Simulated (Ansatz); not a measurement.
What a change of settings does to a run on Te₂Pt

The cell comes from COD entry 1539201, which wasn't checked; take it as a given geometry. It is an old determination, and later ones may differ.

First run: DFT, PBE, PAW with Ansatz's default frozen-core files, scalar-relativistic (Ansatz 0.2.0).

Command: `ansatz run input.yaml --threads 1 --pin off --max-ram 4096MiB --backend cpu --events-out ev --progress --plain --runs-dir out` The run took 37 s on 1 thread of Arm Neoverse V2 (shared host), peak memory 0.49 GiB.

```yaml
crystal:
  lattice:
    - [4.0179999686, 0.0, 0.0]
    - [-2.0089999843, 3.4796900453, 0.0]
    - [0.0, 0.0, 5.212]
  atoms:
    - { symbol: Te, position: [0.3333333333, 0.6666666667, 0.25] }
    - { symbol: Te, position: [0.6666666667, 0.3333333333, 0.75] }
    - { symbol: Pt, position: [0.0, 0.0, 0.0] }
kpoints:
  mp_grid: { grid: [10, 10, 7] }
  band_path:
    path:
      - [0.0, 0.0, 0.0]
      - [0.5, 0.0, 0.0]
      - [0.3333333333, 0.3333333333, 0.0]
      - [0.0, 0.0, 0.0]
      - [0.0, 0.0, 0.5]
      - [0.5, 0.0, 0.5]
      - [0.3333333333, 0.3333333333, 0.5]
      - [0.0, 0.0, 0.5]
      - [0.5, 0.0, 0.5]
    npoints: 14
scf:
  occupations: { method: fermi_dirac, width: 0.08 }
hamiltonian:
  xc: pbe
  pseudopotentials: { kind: paw }
output:
  forces: true
  stress: true
  eigenvalues: true
  efg: { contact_densities: true }
  populations: true
  bader: true
  dos: { projected: true, de: 0.2, e_range: [-14, 8] }
  write_density: true
  write_potential: true
  elf: true
  volumetric_format: npy
```

Result: converged; pressure 7.86 GPa; largest force 0.939 eV/Å; no gap on the k mesh; 6 SCF iterations.

No spin–orbit coupling, which matters for the heavy atoms here.

The input is then changed:

```diff
@@ -27,4 +27,5 @@
   xc: pbe
   pseudopotentials: { kind: paw }
+  hubbard: { sites: [{ species: Pt, l: d, u_eff: 2.0 }], double_counting: fll }
 output:
   forces: true
@@ -33,9 +34,3 @@
   efg: { contact_densities: true }
   populations: true
-  bader: true
-  dos: { projected: true, de: 0.2, e_range: [-14, 8] }
-  write_density: true
-  write_potential: true
-  elf: true
-  volumetric_format: npy
```

Problem. What does the second run give?

Solution. It converged; pressure 7.85 GPa; largest force 0.960 eV/Å; no gap on the k mesh; 9 SCF iterations.

The results part of its log:

```
SCF 1 converged in 9 iterations: F = -26483.152606 eV  dr2 = 6.56e-9
  greatest PAW one-centre occupation: 1.000 electrons in one spin orbital (limit 2), on the Pt atom at site 2 (counted from 0), in its partial waves of l = 0
NSCF: frozen V_eff on 113 k-points
SCF converged after 9 iterations
Free energy (F): -26483.152606 eV
Harris-Foulkes:  -26483.152606 eV  (|F-HF|=1.28e-9)
Internal energy: -26483.126758 eV  (E = F + TS)
E sigma→0 (E₀):  -26483.139682 eV
Entropy (-TS):   -0.025848 eV (-8.616 meV/atom)
Fermi energy:    13.921732 eV
--- Per-component energies (eV) ---
  E_band       = -697.935148
  E_kinetic    = 1004.933902
  E_local      = -4561.827672  (includes V_loc(G=0)·N_el)
  E_nonlocal   = -420.925386
  E_hartree    = 2426.006473
  E_xc         = -512.960558
  E_vxc        = -514.667106  (∫ρ·V_xc dr)
  E_hubbard    = 0.806089  (on-site DFT+U / exact-exchange correction)
  E_vhub       = -7.401894  (the Hubbard potential's part of the band-sum identity)
  E_paw        = -18779.741520  (= ΣΔE_a)
  E_vpaw       = -1050.056557  (= ΣTr[D̂ρ^β])
  E_aug_tail   = -0.000135  (compensation charges beyond the density's cutoff)
  E_ewald      = -5639.417950
  E_smearing   = -0.025848  (= −TS)
  E_closure    = 0.000000  (closes the sum)
  Σ components = -26483.152606   (vs F -26483.152606, Δ=0.00e0)
--- Forces (eV/Å), atoms counted from 1 ---
  atom   1  Te     0.00000000    -0.00000000     0.95956934
  atom   2  Te    -0.00000000     0.00000000    -0.95956934
  atom   3  Pt    -0.00000000    -0.00000000     0.00000000
  max |Σ_I F_I| component: 1.11e-16 eV/Å
--- Stress (GPa, compression-positive) ---
        8.438574      -0.000000      -0.000000
       -0.000000       8.438574       0.000000
       -0.000000       0.000000       6.677292
  P = ⅓ Tr σ = 7.8515 GPa (78.515 kbar)
--- PAW observables at the nuclei: V_zz in 10²¹ V/m², potentials from the cell's mean, atoms counted from 1 ---
  atom   1  Te V_zz =    -1.034523   η = 0.0000   by run symmetry: allowed
            electrostatic potential = -8652.961882 V   contact ρ = 1468754.654957 e/Å³
  atom   2  Te V_zz =    -1.034523   η = 0.0000   by run symmetry: allowed
            electrostatic potential = -8652.961882 V   contact ρ = 1468754.654957 e/Å³
  atom   3  Pt V_zz =    +7.209743   η = 0.0000   by run symmetry: allowed
            electrostatic potential = -16116.984235 V   contact ρ = 12084521.594384 e/Å³
--- Band table (eV; the first three rows and the last of 80) ---
  k-point 0: bands = ["-84.9488", "-39.2594", "-39.2594", "-39.1295", "-23.7021", "-23.7021", "-23.6883", "-23.6862", "-23.6862", "-23.6849", "-23.6845", "-23.6845", "-23.6754", "-23.6754", "-0.2810", "3.2243", "6.8739", "7.6175", "7.6175", "9.3573", "9.3573", "10.8180", "13.4064", "13.4064", "15.0477", "15.0477", "15.3192", "16.7083", "18.3813", "19.8843"]
  k-point 1: bands = ["-84.9488", "-39.2594", "-39.2594", "-39.1295", "-23.7012", "-23.7012", "-23.6881", "-23.6870", "-23.6870", "-23.6850", "-23.6845", "-23.6845", "-23.6754", "-23.6754", "-0.1931", "2.9065", "7.2468", "7.6310", "7.6310", "9.3492", "9.3492", "10.8753", "13.2647", "13.2647", "14.8175", "15.2637", "15.2637", "16.8468", "18.7480", "19.7549"]
  k-point 2: bands = ["-84.9488", "-39.2594", "-39.2594", "-39.1295", "-23.6988", "-23.6988", "-23.6889", "-23.6889", "-23.6877", "-23.6854", "-23.6852", "-23.6852", "-23.6754", "-23.6754", "0.0538", "2.2553", "7.6617", "7.6617", "8.0068", "9.3317", "9.3317", "11.0800", "13.0095", "13.0095", "13.7642", "15.7229", "15.7229", "17.3196", "19.3534", "19.4232"]
  k-point 79: bands = ["-84.9487", "-39.2622", "-39.2616", "-39.1292", "-23.6962", "-23.6946", "-23.6941", "-23.6885", "-23.6851", "-23.6842", "-23.6835", "-23.6783", "-23.6773", "-23.6770", "1.9875", "2.0678", "7.3211", "7.4229", "8.0770", "9.3037", "9.4008", "9.6052", "10.1583", "10.7688", "10.9920", "15.9645", "16.3164", "19.5158", "20.4320", "20.8579"]
Occupation matrices written to <dir>
--- Löwdin populations: 3 sites ---
  site symbol       q [e]
     0     Te     15.9507
     1     Te     15.9507
     2     Pt     17.8392
  spilling = 0.005186 (of n_electrons = 50.000000)
```
